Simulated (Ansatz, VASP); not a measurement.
# Cross-check of ZnS (Sphalerite) between VASP and Ansatz, part 2 of 2

Wanted: the spread between two codes on one cell, functional and k mesh. The cell is taken from a series of VASP runs on this material, whose earlier steps may have relaxed, scaled or displaced it; both programs get it as it stands.

VASP 6.6.1 and Ansatz 0.2.0.

So far: Set-up; VASP: band structure, r2SCAN-EpsX with an exact-exchange share of 0.161.

## (3) Ansatz: band structure, r2SCAN-EpsX with an exact-exchange share of 0.161

Level of this step: Ansatz beside VASP: Kohn-Sham DFT, plane waves, r2SCAN-EpsX (Ansatz).

Ansatz runs on its default PAW (the set named soft_2) files.

The same cell, functional, mesh and smearing now go to Ansatz, which takes its cutoff from its data sets.

File input.yaml:

```yaml
crystal:
  lattice:
    - [0.0, 2.70465, 2.70465]
    - [2.70465, 0.0, 2.70465]
    - [2.70465, 2.70465, 0.0]
  atoms:
    - { symbol: Zn, position: [0.0, 0.0, 0.0] }
    - { symbol: S, position: [0.75, 0.75, 0.75] }
hamiltonian:
  xc: { exchange: r2scan, correlation: r2scan, exx: { coeff: 0.161 } }
  pseudopotentials: { kind: paw }
kpoints:
  mp_grid: { grid: [5, 5, 5] }
  band_path:
    path:
      - [0.0, 0.0, 0.0]
      - [0.5, 0.0, 0.5]
      - [0.5, 0.22222, 0.72222]
      - [0.40278, 0.34722, 0.75]
      - [0.125, 0.125, 0.25]
      - [0.27778, 0.27778, 0.27778]
      - [0.55556, 0.38889, 0.55556]
      - [0.58333, 0.25, 0.66667]
      - [0.5, 0.30556, 0.69444]
      - [0.48611, 0.48611, 0.52778]
      - [0.625, 0.25, 0.625]
      - [0.5, 0.0, 0.5]
    npoints: 1
scf:
  occupations: { method: gaussian, width: 0.03 }
  n_extra_bands: 7
output:
  forces: true
  stress: true
  eigenvalues: true
```

Launch:

```bash
> ansatz run input.yaml --threads 4 --pin off --max-ram 9216MiB --backend cpu --events-out ev --progress --plain --runs-dir out
```

Numbers of over 12 decimals in the logs are rounded to 6 here.

Output:

```text
Warning: output.stress: scf.convergence.dr2_threshold = 1e-7 eV (the SCF's general default) is looser than the 2e-10 eV advised for a printed stress (1e-10 eV for each atom of the cell: 2). What an SCF threshold leaves in a stress goes as its square root, and in the free energy as the threshold itself, and one threshold admits the most on a small cell: [figures from the program's tests cut] Set scf.convergence.dr2_threshold to 2e-10 eV or tighter. The threshold is an SCF's pass mark: one that does not reach it within its budget of iterations ends unconverged, or closes short of it on a stop that the run arms, and scf.convergence.dr2_threshold's page says what that costs each kind of run
Warning: output.stress: scf.exx.energy_threshold = 1e-6 eV is looser than the 2e-8 eV advised for a stress under a hybrid functional (1e-8 eV for each atom of the cell: 2). Every SCF of the exchange loop can meet its threshold on dr2 while the loop round them stops early: no threshold on dr2 bounds what that leaves in the stress. Set scf.exx.energy_threshold to 2e-8 eV or tighter. The threshold is the loop's pass mark: a loop that does not reach it within its budget of cycles ends unconverged, and scf.exx.energy_threshold's page has the law
scf.n_extra_bands = 7 over 9 filled bands (N_el = 18.0): the run solves 16 bands
Engine: ansatz 0.2.0, aarch64-unknown-linux-gnu
Pseudopotentials: kind: paw
Pseudopotential: Zn, paw, valence charge 12, recommended cutoff 500 eV (meta_gga), Zn.paw.azcp
Pseudopotential: S, paw, valence charge 6, recommended cutoff 500 eV (meta_gga), S.paw.azcp
Functional definition: unnamed
  parameter a_1 = 0.161
  exchange = (1 - a_1)*r2scan_x + a_1*exact_x
  correlation = r2scan_c
Crystal: 2 atoms, lattice volume = 39.570 Å³
Basis set: ecut = 500 eV, 965 PW (Γ), exchange–correlation on 120×120×120 points (64 copies of the dense FFT grid, shifted against one another)
Bands: 16, of which v1, the nominal top of the filled ones, is band 9 counted from 1 (8 counted from 0)
Symmetry: 24 space group operations
Space group: F-43m (ITA 216), of the structure as read, at distance tolerance 3.4e-5 Å
k-points: 10 of 125 (time reversal used)
Non-local potential: Zn, projectors of the file, l = 0: 2, l = 1: 2, l = 2: 3, l = 3: 1
Non-local potential: S, projectors of the file, l = 0: 2, l = 1: 2, l = 2: 2
PAW form: soft (Blöchl's): semilocal exchange-correlation on the pseudo side does not see the compensation charge
PAW frozen core: Zn, regenerated for the run's functional, and the local potential with it (the file was generated under x = pbe(κ = 0.804, μ = 0.219515), c = pbe(β = 0.066725))
PAW frozen core: S, regenerated for the run's functional, and the local potential with it (the file was generated under x = pbe(κ = 0.804, μ = 0.219515), c = pbe(β = 0.066725))
PAW one-centre angular grid: Zn, 590 points (default); XC on 261 of its mesh's 2673 points in the sphere
PAW one-centre angular grid: S, 302 points (default); XC on 160 Gauss nodes
Initial density: superposition of atomic densities (neutral atoms: chi_scale 0, normalization atom), corrected by the library's trained network
Initial wavefunctions: pseudopotential atomic-orbital guess
Functional: x = r2scan, c = r2scan; τ floored in thin density (d = 2e-4 eV/Å³), warm-up for x = 0.839 r2scan + 0.161 exact, c = r2scan; τ floored in thin density (d = 2e-4 eV/Å³)
SCF iter   1: F=—  HF=-4233.446342 eV  |F-HF|=—  |Δ(HF+E_count)|=         —  Δρ=1.62e-2  dr2=5.19e-2  dr2_τ=6.42e-3  ethr=1.77e-3  ⟨swp⟩=10.9  Hψ=866  notcnv=0
preconditioner: auto → none  [insulator: Δε(μ)=2.638 eV  Ē_g=15.691 eV  σ=0.030 eV  W_gap=1.00  n_scr=14 (ndim 8)  ℏωp=25.0 eV  f_vac=0.026  D(μ)=0.00/eV (n_scr^D=0)]
SCF iter   2: F=—  HF=-4233.446816 eV  |F-HF|=—  |Δ(HF+E_count)|=   4.74e-4  Δρ=4.94e-3  dr2=9.94e-3  dr2_τ=3.91e-4  ethr=2.88e-4  ⟨swp⟩=4.2  Hψ=529  notcnv=0  defer=1
SCF iter   3: F=—  HF=-4233.440871 eV  |F-HF|=—  |Δ(HF+E_count)|=   5.94e-3  Δρ=3.02e-3  dr2=1.51e-3  dr2_τ=8.99e-6  ethr=5.52e-5  ⟨swp⟩=4.1  Hψ=483  notcnv=0  defer=1
iter 4 solved again at ethr=3.94e-7 eV; its pass at ethr=8.37e-6 eV (dr2=7.09e-5 eV) is discarded
SCF iter   4: F=-4233.441169 eV  HF=-4233.441223 eV  |F-HF|=5.40e-5  |Δ(HF+E_count)|=   3.52e-4  Δρ=3.87e-4  dr2=7.73e-5  dr2_τ=2.44e-6  ethr=3.94e-7  ⟨swp⟩=3.0  Hψ=589  notcnv=0
SCF 1 stopped early in 4 iterations: F = -4233.441169 eV  dr2 = 7.73e-5
  greatest PAW one-centre occupation: 0.983 electrons in one spin orbital (limit 2), on the Zn atom at site 0 (counted from 0), in its partial waves of l = 2
Initial density: handed on by an earlier stage of this run
Initial wavefunctions: those handed on with the density
Functional: x = 0.839 r2scan + 0.161 exact, c = r2scan; τ floored in thin density (d = 2e-4 eV/Å³)
Frozen-core exchange: fock
SCF iter   1: F=—  HF=-4232.426917 eV  |F-HF|=—  |Δ(HF+E_count)|=         —  Δρ=1.04e-2  dr2=2.33e-2  dr2_τ=5.42e-5  ethr=4.29e-6  ⟨swp⟩=6.0  Hψ=745  notcnv=0
preconditioner: auto → none  [insulator: Δε(μ)=3.723 eV  Ē_g=17.547 eV  σ=0.030 eV  W_gap=1.00  n_scr=14 (ndim 8)  ℏωp=25.0 eV  f_vac=0.028  D(μ)=0.00/eV (n_scr^D=0)]
SCF iter   2: F=—  HF=-4232.420346 eV  |F-HF|=—  |Δ(HF+E_count)|=   6.57e-3  Δρ=1.86e-3  dr2=1.14e-3  dr2_τ=1.51e-5  ethr=4.29e-6  ⟨swp⟩=4.1  Hψ=503  notcnv=0
SCF iter   3: F=—  HF=-4232.422338 eV  |F-HF|=—  |Δ(HF+E_count)|=   1.99e-3  Δρ=1.00e-3  dr2=2.32e-4  dr2_τ=4.92e-6  ethr=4.29e-6  ⟨swp⟩=3.1  Hψ=308  notcnv=0  defer=1
SCF iter   4: F=—  HF=-4232.422286 eV  |F-HF|=—  |Δ(HF+E_count)|=   5.13e-5  Δρ=2.08e-4  dr2=1.51e-5  dr2_τ=1.50e-7  ethr=1.17e-6  ⟨swp⟩=3.9  Hψ=329  notcnv=0
SCF iter   5: F=—  HF=-4232.422324 eV  |F-HF|=—  |Δ(HF+E_count)|=   3.73e-5  Δρ=7.02e-5  dr2=4.05e-6  dr2_τ=5.01e-8  ethr=4.90e-8  ⟨swp⟩=3.0  Hψ=291  notcnv=0  defer=1
SCF iter   6: F=-4232.422323 eV  HF=-4232.422323 eV  |F-HF|=1.58e-7  |Δ(HF+E_count)|=   9.90e-7  Δρ=1.72e-5  dr2=7.53e-7  dr2_τ=2.16e-9  ethr=1.94e-8  ⟨swp⟩=3.5  Hψ=329  notcnv=0  defer=1
SCF 2 stopped early in 6 iterations: F = -4232.422323 eV  dr2 = 7.53e-7
  greatest PAW one-centre occupation: 0.985 electrons in one spin orbital (limit 2), on the Zn atom at site 0 (counted from 0), in its partial waves of l = 2
hybrid outer 1: dexx = +2.206e-3 eV, tail = 4.78e-6 eV
Frozen-core exchange: fock
SCF iter   1: F=—  HF=-4232.422222 eV  |F-HF|=—  |Δ(HF+E_count)|=         —  Δρ=3.70e-5  dr2=3.49e-7  dr2_τ=4.42e-9  ethr=1.33e-7  ⟨swp⟩=5.7  Hψ=428  notcnv=0
preconditioner: auto → none  [insulator: Δε(μ)=3.737 eV  Ē_g=17.406 eV  σ=0.030 eV  W_gap=1.00  n_scr=14 (ndim 8)  ℏωp=25.0 eV  f_vac=0.028  D(μ)=0.00/eV (n_scr^D=0)]
SCF iter   2: F=—  HF=-4232.422222 eV  |F-HF|=—  |Δ(HF+E_count)|=   3.36e-8  Δρ=3.63e-6  dr2=1.49e-8  dr2_τ=2.14e-10  ethr=1.59e-9  ⟨swp⟩=3.3  Hψ=337  notcnv=0
SCF iter   3: F=-4232.422222 eV  HF=-4232.422222 eV  |F-HF|=1.20e-9  |Δ(HF+E_count)|=   8.35e-8  Δρ=3.19e-6  dr2=3.18e-9  dr2_τ=3.19e-11  ethr=1.62e-11  ⟨swp⟩=4.2  Hψ=467  notcnv=0  defer=2
SCF 3 converged in 3 iterations: F = -4232.422222 eV  dr2 = 3.18e-9
  Residual-converged pass: ⟨swp⟩=2.1  Hψ=242  notcnv=0  max |occ|·‖R‖ = 2.3e-6 eV (tolerance 2.4e-6 eV)  dr2=3.19e-9  dr2_τ=3.19e-11  dr2_onsite=4.31e-10  max |Δocc| = 0.0e0
hybrid outer 2: dexx = +8.942e-8 eV, tail = 7.73e-9 eV, Δε = 2.10e-3 eV (about 1.21e-4 eV left of the loop's levels)
NSCF: frozen V_eff on 12 k-points
hybrid SCF converged: 2 outer / 9 inner (+4 warm-up), last move |dexx| = 8.94e-8 eV, tail = 7.73e-9 eV
Stability not checked: this state was not tested for a lower state beside it, because the functional holds exact exchange (a hybrid, or Hartree-Fock), whose exchange loop this test does not read (fock_operator; see scf.lower_state_search)
Free energy (F): -4232.422222 eV
Frozen-core exchange: fock
Harris-Foulkes:  -4232.422222 eV  (|F-HF|=1.20e-9)
Internal energy: -4232.422222 eV  (E = F + TS)
E sigma→0 (E₀):  -4232.422222 eV
Fermi energy:    6.698780 eV
--- Per-component energies (eV) ---
  E_band       = -26.999638
  E_kinetic    = 237.210405
  E_local      = -2053.913753  (includes V_loc(G=0)·N_el)
  E_nonlocal   = 649.071834
  E_hartree    = 864.016364
  E_xc         = -184.019910
  E_vxc        = -125.162537  (∫ρ·V_xc dr)
  E_exx        = -39.084940  (= α·E_x^exact, valence–valence)
  E_paw        = -2453.635904  (= ΣΔE_a)
  E_vpaw       = -389.628558  (= ΣTr[D̂ρ^β])
  E_aug_tail   = -0.000060  (compensation charges beyond the density's cutoff)
  E_vtau       = 5.559006  (kinetic-family band-sum trace: ∫τ·v_τ [+ j·A + Jᵃ·Aᵃ] dr)
  E_ewald      = -1252.151240
  E_core_change = 0.084983  (= ΣΔE_core)
  E_smearing   = -0.000000  (= −TS)
  E_closure    = -0.000000  (closes the sum)
  Σ components = -4232.422222   (vs F -4232.422222, Δ=0.00e0)
--- Forces (eV/Å), atoms counted from 1 ---
  atom   1  Zn    -0.00000000     0.00000000     0.00000000
  atom   2  S      0.00000000    -0.00000000    -0.00000000
  max |Σ_I F_I| component: 5.55e-17 eV/Å
--- Stress (GPa, compression-positive) ---
       -0.703359       0.000000       0.000000
        0.000000      -0.703359       0.000000
       -0.000000       0.000000      -0.703359
  P = ⅓ Tr σ = -0.7034 GPa (-7.034 kbar)
--- Band table (eV; the first three rows and the last of 10) ---
  k-point 0: bands = [... 5 lower, -2.2097, 4.8301, 4.8301, 4.8301, 8.5672, 12.9098, 12.9098, 12.9098, ... 3 higher]
  k-point 1: bands = [... 5 lower, -2.2109, 2.5763, 4.4806, 4.4806, 9.8561, 13.0292, 13.4476, 13.4476, ... 3 higher]
  k-point 2: bands = [... 5 lower, -2.1908, -0.1531, 3.9930, 3.9930, 9.8301, 13.4553, 13.4553, 15.0396, ... 3 higher]
  k-point 9: bands = [... 5 lower, -1.9173, 0.1465, 1.8283, 2.6717, 11.7604, 12.3037, 13.6805, 16.5039, ... 3 higher]
```

It took 33 s on 4 threads of Arm Neoverse V1, shared host; peak memory 1.1 GiB.

Reading the cycles: dr2 is the Hartree energy of the density residual (eV), the measure of convergence; HF is the Harris–Foulkes estimate of the energy, which meets the free energy F at convergence.

## (4) Comparison

Known differences besides the potentials themselves: exact exchange at q = 0 is treated differently, which shows on coarse meshes; VASP keeps PBE cores, Ansatz makes them for the functional; the cutoff is 500 eV in Ansatz and 350 eV in VASP; VASP takes a coarser grid for exact exchange (PRECFOCK = Fast). Total energies have different zeros and are not compared.

Compared:

```tsv
quantity	Ansatz	VASP	difference
gap over the path points (eV)	3.737	3.736	+0.001
```

Levels at points of the path, from each program's valence-band top (eV; 4 filled, then empty):

```tsv
k (reciprocal lattice)	Ansatz	VASP
0.000 0.000 0.000	-7.04 0.00 0.00 0.00 3.74 8.08 8.08	-6.97 0.00 0.00 0.00 3.74 8.09 8.09
0.500 0.000 0.500	-6.78 -4.92 -2.35 -2.35 4.72 5.61 13.02	-6.72 -4.92 -2.35 -2.35 4.72 5.61 13.04
0.500 0.222 0.722	-6.62 -4.80 -2.94 -2.86 6.97 7.76 9.83	-6.55 -4.80 -2.94 -2.86 6.98 7.76 9.85
0.403 0.347 0.750	-6.66 -4.85 -3.31 -2.00 5.73 7.64 10.90	-6.59 -4.86 -3.32 -2.01 5.73 7.65 10.93
0.125 0.125 0.250	-7.03 -2.08 -0.89 -0.21 5.38 7.72 8.56	-6.96 -2.07 -0.89 -0.21 5.38 7.73 8.57
0.278 0.278 0.278	-7.04 -3.43 -0.57 -0.57 5.14 8.74 8.74	-6.96 -3.43 -0.57 -0.57 5.13 8.76 8.76
0.556 0.389 0.556	-6.76 -5.31 -2.05 -1.24 5.97 7.80 9.42	-6.70 -5.32 -2.05 -1.24 5.97 7.81 9.44
0.583 0.250 0.667	-6.65 -4.84 -3.29 -2.11 5.91 7.66 10.65	-6.58 -4.85 -3.29 -2.11 5.91 7.66 10.68
0.500 0.306 0.694	-6.65 -4.83 -3.15 -2.31 7.03 7.75 9.25	-6.58 -4.84 -3.15 -2.31 7.04 7.75 9.27
0.486 0.486 0.528	-6.81 -5.56 -1.00 -0.93 5.04 8.45 8.61	-6.74 -5.57 -1.00 -0.94 5.04 8.46 8.62
```

Among the levels compared at these points, filled levels agree within 72 meV and empty ones within 36 meV.

## (5) What came out

* difference in gap over the path points (band structure, r2SCAN-EpsX with an exact-exchange share of 0.161): 6.0e-4 eV

**Reading.** The difference in gap over the path points is 6.0e-4 eV (band structure, r2SCAN-EpsX with an exact-exchange share of 0.161), within the 0.08 eV picked in this series as the mark of a large difference. Such differences can come from data sets, numerical settings and the points named under the comparisons, not from the functional's error against experiment.

[Lines on the potential files, build, host, timing and source positions are cut from VASP's logs without a mark.]

[Logs are printed without paths, hosts, clocks, repeated set-up lines and the standing remarks that a program may print on its own settings, such as how far it seeks lower states.]

[Hosts, paths, dates, database ids (printed as entryN), source tags and the programs' standing remarks are cut or masked in the printed files.]
